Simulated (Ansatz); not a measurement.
# WSi2P4 monolayer in a perpendicular field, part 2 of 2

Aim: how the WSi2P4 monolayer screens a field along its normal, and what the field does to its bands. A positive field points along +c.

Ansatz 0.2.0; plane-wave DFT, PBE-D3(BJ), Ansatz PAW.

So far. Step 2 (Relaxation): The lattice constant a goes from 3.480 to 3.420 Å.

## (3) Single point, field 0

A sawtooth potential applies the field, turning back in the middle of the vacuum. With the dipole correction the typed value is the field outside the slab. The induced dipole is small, so the SCF threshold is tight.

The cell differs from the one that the last finished run ended in (c 48.011 → 27.428 Å).

input.yaml reads:

```yaml
crystal:
  lattice:
    - [3.4202887608, 0.0, 0.0]
    - [-1.7101443804, 2.9620569552, 0.0]
    - [0.0, 0.0, 27.4284471579]
  atoms:
    - { symbol: P, position: [0.0, 0.0, 0.3281264866] }
    - { symbol: Si, position: [0.3333333333, 0.6666666667, 0.3660893921] }
    - { symbol: P, position: [0.3333333333, 0.6666666667, 0.4476589387] }
    - { symbol: W, position: [0.0, 0.0, 0.5] }
    - { symbol: P, position: [0.3333333333, 0.6666666667, 0.5523410613] }
    - { symbol: Si, position: [0.3333333333, 0.6666666667, 0.6339106079] }
    - { symbol: P, position: [0.0, 0.0, 0.6718735134] }
kpoints:
  mp_grid: { grid: [18, 18, 1] }
  band_path:
    path: [[0, 0, 0], [0.5, 0, 0], [0.33333333, 0.33333333, 0], [0, 0, 0]]
    npoints: 16
hamiltonian:
  xc: pbe
  dispersion: d3bj
scf:
  occupations: { method: fermi_dirac, width: 0.02585 }
  convergence: { dr2_threshold: 1.0e-10 }
efield:
  axis: 3
  dipole_correction: true
  ramp_position: 0.97
  ramp_width: 0.06
  amplitude: 0
output:
  dos: { projected: true, e_range: [-6, 5] }
  write_potential: true
  write_density: true
  volumetric_format: npy
  elf: true
```

Command:

```
> ansatz run input.yaml --threads 2 --pin off --max-ram 3072MiB --backend cpu --events-out ev --progress --plain --runs-dir out
```

Numbers of over 12 decimals in the logs are rounded to 6 here.

The log of the run:

```text
[...]
Crystal: 7 atoms, lattice volume = 277.880 Å³
Basis set: ecut = 420 eV, 5395 PW (Γ)
Bands: 28, of which v1, the nominal top of the filled ones, is band 21 counted from 1 (20 counted from 0)
Symmetry: 6 space group operations
k-points: 37 of 324 (time reversal used)
[...]
SCF iter   1: F=—  HF=-14683.608298 eV  |F-HF|=—  |Δ(HF+E_count)|=         —  Δρ=4.12e-3  dr2=4.18e-1  ethr=1.77e-3  p=0.000 e·Å  D=1.03e-13 V/Å  ΔV_dip=-0.00 eV  dr2_dipole=2.67e-10  V_vac-E_F(+/−)=5.12/5.12 eV  ⟨swp⟩=11.8  Hψ=7464  notcnv=0
efield: sawtooth ramp at fractional position 0.9700 (set: `efield.ramp_position`, or a place that a band, a saddle search or an elastic batch's reference lends), width 0.0600; the density the first Hamiltonian is built on has a dipole p = 0.000 e·Å; the dipole correction subtracts the counter field D = 1.03e-13 V/Å, which shifts the + side's vacuum level by -0.00 eV against the − side's; the planar-averaged density in the ramp window peaks in size at 5.8e-6 e/Å³
[...]
SCF iter   2: F=—  HF=-14684.166399 eV  |F-HF|=—  |Δ(HF+E_count)|=   5.58e-1  Δρ=1.27e-2  dr2=6.61e0  ethr=9.95e-4  p=0.000 e·Å  D=9.32e-6 V/Å  ΔV_dip=-0.00 eV  dr2_dipole=9.45e-8  V_vac-E_F(+/−)=3.20/3.20 eV  ⟨swp⟩=4.6  Hψ=2193  notcnv=0  defer=71  recentre
[...]
SCF iter  14: F=-14683.565321 eV  HF=-14683.565321 eV  |F-HF|=1.07e-10  |Δ(HF+E_count)|=  4.58e-10  Δρ=1.50e-7  dr2=3.93e-11  ethr=1.00e-12  p=-0.000 e·Å  D=-1.25e-7 V/Å  ΔV_dip=0.00 eV  dr2_dipole=6.36e-13  V_vac-E_F(+/−)=4.78/4.78 eV  ⟨swp⟩=12.2  Hψ=3794  notcnv=0
SCF 1 converged in 14 iterations: F = -14683.565321 eV  dr2 = 3.93e-11
[...]
NSCF: frozen V_eff on 49 k-points
efield: sawtooth ramp at fractional position 0.9700 (kept from the solve that this one continues, or follows in the run), width 0.0600; the density the first Hamiltonian is built on has a dipole p = -0.000 e·Å; the dipole correction subtracts the counter field D = -1.25e-7 V/Å, which shifts the + side's vacuum level by +0.00 eV against the − side's; the planar-averaged density in the ramp window peaks in size at 1.1e-6 e/Å³
[...]
SCF converged after 14 iterations
Free energy (F): -14683.565321 eV
[...]
Internal energy: -14683.565321 eV  (E = F + TS)
E sigma→0 (E₀):  -14683.565321 eV
Fermi energy:    1.718140 eV
Dipole field:    D = 0.000001 V/Å  (p = 0.000001 e·Å, saw-weighted, corrected)
Work function:   Φ+ = 4.7779 eV   Φ− = 4.7779 eV
Levels:          The Fermi level and band energies are counted from a zero that moves with the ramp; work functions are not
[...]
--- Band table (eV; the first three rows and the last of 37) ---
  k-point 0: bands = [... 17 lower, 0.4174, 0.4988, 0.4988, 0.9100, 3.9866, 3.9866, 4.2521, 4.2521, ... 3 higher]
  k-point 1: bands = [... 17 lower, 0.3197, 0.3213, 0.4104, 0.9311, 3.8825, 4.0884, 4.0946, 4.2911, ... 3 higher]
  k-point 2: bands = [... 17 lower, 0.0765, 0.1841, 0.2248, 0.8936, 3.6518, 3.7341, 4.3067, 4.3428, ... 3 higher]
  k-point 36: bands = [... 17 lower, -1.6905, -0.5147, 0.2107, 1.2505, 2.1868, 2.7422, 2.9090, 3.6719, ... 3 higher]
```

The job ended after 22 s (2 threads of Intel Xeon Platinum 8488C (Sapphire Rapids), shared host; peak memory 0.72 GiB; 43 s of CPU time).

The column dr2 measures how far the density is from self-consistency, as an energy; F and HF (Harris–Foulkes) agree once it is small.

This step gave:

- dipole along the normal: 1.20e-6 e·Å
- gap along the path: 0.9363 eV
- smallest direct gap along the path: 0.9363 eV
- ionisation energy, upper face: 5.246 eV
- electron affinity, upper face: 4.309 eV
- gap, the smaller of path and mesh: 0.9363 eV

Running mean over a fixed 2.7 Å (it still follows the layers) of the planar mean; the ramp of the sawtooth is left out. The electron's electrostatic potential energy less the Fermi level by z:

z (Å), electron's electrostatic potential energy less the Fermi level (eV) and a bar from the least value:
```
      3.5        4.8 ##############################
      4.0        4.8 ##############################
      4.5        4.8 ##############################
      5.0        4.8 ##############################
      5.5        4.8 ##############################
      6.0        4.7 ##############################
      6.5        4.6 ##############################
      7.0        3.9 ############################
      7.5        1.7 ########################
      8.0       -1.4 ##################
      8.5       -4.5 ############
      9.0       -7.3 #######
      9.5       -8.6 ####
     10.0       -8.0 ######
     10.5       -6.4 #########
     11.0       -5.8 ##########
     11.5       -5.4 ###########
     12.0       -5.8 ##########
     12.5       -8.3 #####
     13.0      -10.6 #
     13.5      -11.0 
     14.0      -11.0 
     14.5      -10.4 #
     15.0       -7.9 ######
     15.5       -5.6 ##########
     16.0       -5.5 ##########
     16.5       -5.9 ##########
     17.0       -6.6 ########
     17.5       -8.2 #####
     18.0       -8.6 #####
     18.5       -6.9 ########
     19.0       -4.0 #############
     19.5       -0.9 ###################
     20.0        2.1 #########################
     20.5        4.0 #############################
     21.0        4.6 ##############################
     21.5        4.7 ##############################
     22.0        4.8 ##############################
     22.5        4.8 ##############################
     23.0        4.8 ##############################
     23.5        4.8 ##############################
     24.0        4.8 ##############################
```

The density of states has structure finer than the step of the table below, so its rows give means over 0.2 eV, whole bins alone (the curve runs from -6 to 2.46 eV). Peaks (eV: height): -5.81: 7.54, -5.72: 13.3, -5.20: 10.1, -2.94: 8.67, -2.33: 9.85, 1.50: 13.0, 1.99: 8.29.

Table of density of states by energy, zero at the Fermi level of the run, which the smearing sets inside the gap; means over each step:

| energy (eV) | density of states (states/eV a cell) |
| --- | --- |
| -5.8 | 6.32 |
| -5.6 | 3.88 |
| -5.4 | 3.07 |
| -5.2 | 5.18 |
| -5.0 | 3.78 |
| -4.8 | 2.96 |
| -4.6 | 2.73 |
| -4.4 | 2.51 |
| -4.2 | 3.51 |
| -4.0 | 3.83 |
| -3.8 | 3.18 |
| -3.6 | 3.67 |
| -3.4 | 5.19 |
| -3.2 | 4.84 |
| -3.0 | 6.94 |
| -2.8 | 5.83 |
| -2.6 | 4.29 |
| -2.4 | 7.10 |
| -2.2 | 7.37 |
| -2.0 | 5.44 |
| -1.8 | 3.41 |
| -1.6 | 3.22 |
| -1.4 | 3.96 |
| -1.2 | 2.72 |
| -1.0 | 1.69 |
| -0.8 | 1.53 |
| -0.6 | 0.405 |
| -0.4 | 0.0153 |
| -0.2 | 0 |
| 0.0 | 0 |
| 0.2 | 0 |
| 0.4 | 0.0211 |
| 0.6 | 0.563 |
| 0.8 | 1.06 |
| 1.0 | 2.74 |
| 1.2 | 4.09 |
| 1.4 | 5.81 |
| 1.6 | 6.08 |
| 1.8 | 5.63 |
| 2.0 | 4.76 |
| 2.2 | 3.60 |

Projected DOS per atom over height of the atomic layer and energy from the Fermi level. Layers: P Si P W P Si P from below.

Values in states/eV, 22 rows by 7 columns, each cell a mean:
```
0.41 0.51 0.40 0.84 0.40 0.51 0.41
0.49 0.55 0.51 1.66 0.51 0.55 0.49
0.55 0.60 0.37 2.32 0.37 0.60 0.55
0.38 0.46 0.20 1.00 0.20 0.46 0.38
0.04 0.07 0.05 0.50 0.05 0.07 0.04
0.00 0.00 0.00 0.04 0.00 0.00 0.00
0.00 0.00 0.00 0.00 0.00 0.00 0.00
0.00 0.00 0.01 0.09 0.01 0.00 0.00
0.08 0.04 0.08 0.81 0.08 0.04 0.08
0.15 0.08 0.35 1.58 0.35 0.08 0.15
0.52 0.15 0.48 0.91 0.48 0.15 0.52
0.98 0.24 0.76 1.07 0.76 0.24 0.98
1.42 0.32 0.99 1.47 0.99 0.32 1.42
0.92 0.36 0.78 1.14 0.78 0.36 0.92
1.00 0.45 0.86 1.00 0.86 0.45 1.00
0.74 0.46 0.62 0.71 0.62 0.46 0.74
0.57 0.41 0.48 0.69 0.48 0.41 0.57
0.44 0.41 0.37 0.59 0.37 0.41 0.44
0.39 0.32 0.36 0.55 0.36 0.32 0.39
0.44 0.46 0.78 0.88 0.78 0.46 0.44
0.32 0.36 0.76 0.56 0.76 0.36 0.32
0.59 0.60 0.79 0.59 0.79 0.60 0.59
```
Columns: height of the atomic layer (Å) from 9 to 18.4 (not evenly spaced); rows upwards: energy from the Fermi level (eV) from -5.96 to 2.41.

The electronic bands at the labelled points (eV, zero at the Fermi level of the run, which the smearing sets inside the gap):

| point | band 18 | band 19 | band 20 | band 21 | band 22 | band 23 | band 24 | band 25 |
| --- | --- | --- | --- | --- | --- | --- | --- | --- |
| Γ | -1.30 | -1.22 | -1.22 | -0.81 | 2.27 | 2.27 | 2.53 | 2.53 |
| halfway | -2.26 | -2.22 | -1.93 | -1.34 | 1.27 | 1.52 | 2.09 | 2.15 |
| M | -2.53 | -2.34 | -1.94 | -1.24 | 0.89 | 1.02 | 1.58 | 1.62 |
| halfway | -2.94 | -2.36 | -1.85 | -1.00 | 0.94 | 1.36 | 1.58 | 2.47 |
| K | -3.41 | -2.23 | -1.51 | -0.47 | 0.47 | 1.02 | 1.19 | 1.95 |
| halfway | -2.41 | -2.37 | -1.89 | -1.39 | 1.42 | 1.73 | 2.00 | 2.99 |
| Γ | -1.30 | -1.22 | -1.22 | -0.81 | 2.27 | 2.27 | 2.53 | 2.53 |

Valence density in the ca plane at fractional y = 0.667, with atoms of Si and P within 0.2 Å of it. It is the smooth field of the valence electrons, not physical close to the nuclei.

Values in e/Å³, 5 rows by 16 columns, each cell a mean:
```
0.00 0.00 0.03 0.21 0.37 0.16 0.07 0.19 0.43 0.36 0.16 0.07 0.20 0.38 0.16 0.02
0.00 0.00 0.02 0.17 0.39 0.23 0.16 0.35 0.39 0.39 0.31 0.14 0.28 0.37 0.12 0.01
0.00 0.00 0.01 0.09 0.34 0.31 0.54 0.55 0.44 0.52 0.54 0.50 0.29 0.31 0.06 0.01
0.00 0.00 0.01 0.08 0.28 0.27 0.68 0.38 0.45 0.51 0.40 0.63 0.21 0.26 0.05 0.01
0.00 0.00 0.02 0.13 0.40 0.30 0.28 0.52 0.40 0.45 0.48 0.25 0.34 0.36 0.09 0.01
```
Columns run along c (16.0 Å, from fractional 0.18 to 0.77 of the cell), rows up along a (3.4 Å). Atoms in or near the plane, at fractional coordinates: Si at (0.37, 0.33), P at (0.45, 0.33), P at (0.55, 0.33), Si at (0.63, 0.33).

Electrostatic potential energy in the ca plane at fractional y = 0.667, with atoms of Si and P within 0.2 Å of it. With pseudopotentials it is smooth inside the atoms' cores, unlike the true potential.

Values in eV, 5 rows by 16 columns, each cell a mean:
```
  6   6   6   6   6   6   4  -3   0   4   4  -2 -10   2   4   3
  6   6   6   6   6   6   5  -1  -3   1   0  -2  -5  -2   2  -1
  6   6   6   6   6   6   5  -1 -38 -15 -32 -24  -2 -38 -18 -27
  6   6   6   6   6   6   6  -3 -50 -21 -43 -34  -2 -50 -26 -37
  6   6   6   6   6   6   5   0 -12  -3  -8  -7  -2 -11  -3  -8
```
Columns run along c (16.0 Å, from fractional 0.06 to 0.64 of the cell; values clipped at the 3rd and 97th percentile), rows up along a (3.4 Å). Atoms in or near the plane, at fractional coordinates: Si at (0.37, 0.33), P at (0.45, 0.33), P at (0.55, 0.33), Si at (0.63, 0.33).

ELF in the ca plane at fractional y = 0.667, with atoms of Si and P within 0.2 Å of it. It is the smooth field of the valence electrons, not physical close to the nuclei.

Ten even steps from '0' (0.00) to '9' (0.93), each cell a mean:
```
00000135777776531113432221234311135677777531
00000136787766420012221222122210024667787631
00000024677777642235663222366532246777776420
00000001245788755667887324788766557887542100
00000000012564348985367435763589843565210000
00000000001322449992005424500299944223100000
00000000002443349983026424620399943344200000
00000000124677557887787424787788755776421000
00000013456788753456885223588654357887654210
```
Columns run along c (16.0 Å, from fractional 0.18 to 0.77 of the cell), rows up along a (3.4 Å). Atoms in or near the plane, at fractional coordinates: Si at (0.37, 0.33), P at (0.45, 0.33), P at (0.55, 0.33), Si at (0.63, 0.33).

The gap is 0.94 eV, with the valence edge 5.25 eV and the conduction edge 4.31 eV under the upper vacuum level. Spin-orbit coupling, left out in this run, matters for the bands of elements this heavy.

## (4) Single point, field 0.1 V/Å

Changes to input.yaml since step 3:

```diff
@@ -29,5 +29,4 @@
   ramp_width: 0.06
-  amplitude: 0
+  amplitude: 0.1
 output:
-  dos: { projected: true, e_range: [-6, 5] }
   write_potential: true
@@ -35,2 +34 @@
   volumetric_format: npy
-  elf: true
```

The log of the run:

```text
[...]
Crystal: 7 atoms, lattice volume = 277.880 Å³
Basis set: ecut = 420 eV, 5395 PW (Γ)
Bands: 28, of which v1, the nominal top of the filled ones, is band 21 counted from 1 (20 counted from 0)
Symmetry: 6 space group operations
k-points: 37 of 324 (time reversal used)
[...]
k-point 0: bands = [... 17 lower, 0.4092, 0.5064, 0.5064, 0.9100, 3.9854, 3.9854, 4.2524, 4.2524, ... 3 higher]
  k-point 1: bands = [... 17 lower, 0.3139, 0.3203, 0.4172, 0.9311, 3.8807, 4.0870, 4.0951, 4.2916, ... 3 higher]
  k-point 2: bands = [... 17 lower, 0.0706, 0.1895, 0.2242, 0.8936, 3.6470, 3.7375, 4.3026, 4.3460, ... 3 higher]
  k-point 36: bands = [... 17 lower, -1.6912, -0.5158, 0.2114, 1.2500, 2.1864, 2.7414, 2.9084, 3.6719, ... 3 higher]
[key lines of the parts left out:]
SCF converged after 18 iterations
Free energy (F): -14683.568475 eV
Fermi energy:    1.717714 eV
Dipole field:    D = 0.041075 V/Å  (p = 0.063077 e·Å, saw-weighted, corrected)
```

The job ended after 24 s (2 threads; peak memory 0.7 GiB; 47 s of CPU time).

The dipole is 0.0631 e·Å, and the gap 0.936 eV.

## (5) Atoms held, field -0.1 V/Å

Changes to input.yaml since step 4:

```diff
@@ -29,3 +29,3 @@
   ramp_width: 0.06
-  amplitude: 0.1
+  amplitude: -0.1
 output:
```

The log of the run:

```text
[...]
Crystal: 7 atoms, lattice volume = 277.880 Å³
Basis set: ecut = 420 eV, 5395 PW (Γ)
Bands: 28, of which v1, the nominal top of the filled ones, is band 21 counted from 1 (20 counted from 0)
Symmetry: 6 space group operations
k-points: 37 of 324 (time reversal used)
[...]
k-point 0: bands = [... 17 lower, 0.4092, 0.5064, 0.5064, 0.9100, 3.9854, 3.9854, 4.2524, 4.2524, ... 3 higher]
  k-point 1: bands = [... 17 lower, 0.3139, 0.3203, 0.4172, 0.9311, 3.8807, 4.0870, 4.0951, 4.2916, ... 3 higher]
  k-point 2: bands = [... 17 lower, 0.0706, 0.1895, 0.2242, 0.8936, 3.6470, 3.7375, 4.3026, 4.3460, ... 3 higher]
  k-point 36: bands = [... 17 lower, -1.6912, -0.5158, 0.2114, 1.2500, 2.1864, 2.7414, 2.9084, 3.6719, ... 3 higher]
[key lines of the parts left out:]
SCF converged after 18 iterations
Free energy (F): -14683.568475 eV
Fermi energy:    1.717713 eV
Dipole field:    D = -0.041076 V/Å  (p = -0.063078 e·Å, saw-weighted, corrected)
```

It took 25 s on 2 threads; peak memory 0.69 GiB; 49 s of CPU time.

The dipole is -0.0631 e·Å, and the gap 0.936 eV.

## (6) Response, atoms held

This step: plane-wave DFT, PBE-D3(BJ), Ansatz PAW; response to a field along the normal, atoms held (Ansatz 0.2.0).

The dipoles give the slope, and the difference of two potentials shows where the field is screened.

This step gave:

```yaml
equivalent_conductor_thickness_p_eps_0ae: 11.27 Å
distance_between_the_outer_atoms: 9.428 Å
```

The dipole of the cell by applied field:

| applied field (V/Å) | dipole of the cell (e·Å) |
| --- | --- |
| -0.1000 | -0.0631 |
| 0.0000 | 1.2e-6 |
| 0.1000 | 0.0631 |

Local field over the applied field, running mean. From the potentials at -0.1 and 0.1 V/Å; running mean over 2.5 Å. Table of local field over applied field by z:

```
z (Å)  local field over applied field
  4.5                           0.998
  5.0                           0.995
  5.5                           0.986
  6.0                           0.961
  6.5                           0.899
  7.0                           0.781
  7.5                           0.614
  8.0                           0.434
  8.5                           0.260
  9.0                           0.126
  9.5                          0.0729
 10.0                          0.0693
 10.5                          0.0779
 11.0                          0.0938
 11.5                          0.0923
 12.0                          0.0717
 12.5                          0.0550
 13.0                          0.0443
 13.5                          0.0340
 14.0                          0.0350
 14.5                          0.0458
 15.0                          0.0567
 15.5                          0.0749
 16.0                          0.0944
 16.5                          0.0917
 17.0                          0.0760
 17.5                          0.0687
 18.0                          0.0757
 18.5                           0.141
 19.0                           0.283
 19.5                           0.460
 20.0                           0.639
 20.5                           0.801
 21.0                           0.912
 21.5                           0.965
 22.0                           0.988
 22.5                           0.996
 23.0                           0.999
```

The induced electron density oscillates, so the rows of the table below give means over windows of 0.5 Å about each position, cut where the curve ends. Its maxima inside the range that stand out by 2 % of the span (Å: e/Å³ per V/Å): 8.00: 0.00368, 9.29: 8.4e-4, 11.00: 5.6e-4, 12.29: 8.4e-4, 14.57: 3.6e-4, 15.71: -2.2e-5, 17.29: 0.00157, 18.57: -4.9e-4. Its minima: 8.86: 4.9e-4, 10.14: -0.00157, 11.71: 2.2e-5, 12.86: -3.6e-4, 15.14: -8.4e-4, 16.43: -5.6e-4, 18.14: -8.4e-4, 19.43: -0.00368.

Electrons, planar mean, per unit field. The induced electron density by z; means over each step:

```
z (Å)  induced electron density (e/Å³ per V/Å)
  4.5                                   6.9e-6
  5.0                                   2.2e-5
  5.5                                   6.7e-5
  6.0                                   2.0e-4
  6.5                                   5.3e-4
  7.0                                  0.00132
  7.5                                  0.00269
  8.0                                  0.00349
  8.5                                  0.00181
  9.0                                   6.2e-4
  9.5                                   4.5e-4
 10.0                                 -0.00116
 10.5                                  -6.4e-4
 11.0                                   4.5e-4
 11.5                                   1.5e-4
 12.0                                   5.2e-4
 12.5                                   3.5e-4
 13.0                                  -2.8e-4
 13.5                                  -1.0e-4
 14.0                                   1.3e-4
 14.5                                   2.7e-4
 15.0                                  -4.9e-4
 15.5                                  -4.1e-4
 16.0                                  -2.1e-4
 16.5                                  -4.0e-4
 17.0                                   8.7e-4
 17.5                                   9.8e-4
 18.0                                  -5.9e-4
 18.5                                  -6.3e-4
 19.0                                 -0.00214
 19.5                                 -0.00351
 20.0                                 -0.00248
 20.5                                 -0.00117
 21.0                                  -4.7e-4
 21.5                                  -1.7e-4
 22.0                                  -5.8e-5
 22.5                                  -1.9e-5
 23.0                                  -5.8e-6
```

The smaller of the gaps on the path and on the k-mesh, counted as 0 under 0.03 eV. The gap stays at 0.936 eV for applied field from -0.1 to 0.1 V/Å.

By hand: between -0.1 and 0.1 V/Å the dipole changes by 0.1262 e·Å, a slope of 0.6308 e·Å²/V. A perfect conductor of thickness t has p = ε₀AEt, so t = 180.95 × 0.6308 / 10.131 = 11.27 Å (e/ε₀ = 180.95 V·Å, A in Å²).

The induced dipole is that of a conductor 11.27 Å thick.

## (7) Summary of results

```yaml
gap_without_field: 0.936 eV
ionisation_energy_upper_face: 5.25 eV
electron_affinity_upper_face: 4.31 eV
equivalent_conductor_thickness_atoms_held: 11.3 Å
```

In words: The induced dipole equals that of a perfect conductor 11.27 Å thick, while the outer atoms lie 9.43 Å apart; an out-of-plane ε follows only once a thickness t is chosen, by 1 − 1/ε = 11.27 Å / t. The gap stays within 0.01 eV of 0.94 eV over the fields run, up to 0.1 V/Å in size. Semilocal functionals give gaps that are too small, and excitons are not included. Spin-orbit coupling is left out, which matters for the bands of elements this heavy. The outer anions sit over the metal atoms, one of several polytypes of such layers and not the lowest for every compound.

[Logs are printed without paths, hosts, clocks, repeated set-up lines and the standing remarks that a program may print on its own settings, such as how far it seeks lower states.]

[Hosts, paths, dates, database ids (printed as entryN), source tags and the programs' standing remarks are cut or masked in the printed files.]

[Maps of the electrostatic potential energy from Ansatz leave out the sawtooth potential of an applied field or a dipole correction, so their vacuum need not be flat; planar profiles and work functions include it.]

[The density of states shown here was stored with 400 of the rows of the run's finer table, so its peaks can read low, often by over a quarter, or be missed, and its means over a window can be off by a tenth or more.]
